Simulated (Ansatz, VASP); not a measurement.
**Be in VASP and in Ansatz**

Contents of INCAR:

```
PREC = Accurate
ENCUT = 520
EDIFF = 1E-6
ISMEAR = 0
SIGMA = 0.05
LREAL = False
LASPH = True
NELM = 60
ALGO = Fast
ISIF = 2
LWAVE = False
LCHARG = False
GGA = PE
NBANDS = 7
```

Contents of KPOINTS:

```
Automatic mesh
0
Gamma
  10 10 10
```

The input POSCAR:

```
Be
1.0
   -1.2541827048      1.2541827048      1.2541827048
    1.2541827048     -1.2541827048      1.2541827048
    1.2541827048      1.2541827048     -1.2541827048
Be
1
Direct
    0.0000000000      0.0000000000      0.0000000000
```

Input for Ansatz:

```yaml
crystal:
  lattice:
    - [-1.2541827048, 1.2541827048, 1.2541827048]
    - [1.2541827048, -1.2541827048, 1.2541827048]
    - [1.2541827048, 1.2541827048, -1.2541827048]
  atoms:
    - { symbol: Be, position: [0.0, 0.0, 0.0] }
basis:
  ecutwfc: 600
  ecutrho_ratio: 5
kpoints:
  mp_grid: { grid: [10, 10, 10] }
hamiltonian:
  xc: pbe
scf:
  occupations: { method: gaussian, width: 0.05 }
output:
  forces: true
  stress: true
  eigenvalues: true
```

Alike in both runs: task single point; functional PBE; k mesh 10 × 10 × 10; occupations gaussian, width 0.05 eV; no spin polarisation.

|  | VASP | Ansatz |
| --- | --- | --- |
| version | VASP 6.6.1 | Ansatz 0.2.0 |
| potentials or method | VASP PAW PBE potentials, release 64 (Be) | scalar-relativistic, plane waves, PAW |
| plane-wave cutoff (eV) | 520 | 600 |
| valence electrons in the cell | 2 | 2 |

VASP gave:

- pressure (GPa): -0.9

Estimate Ansatz's values.

pressure (GPa): -1.1.
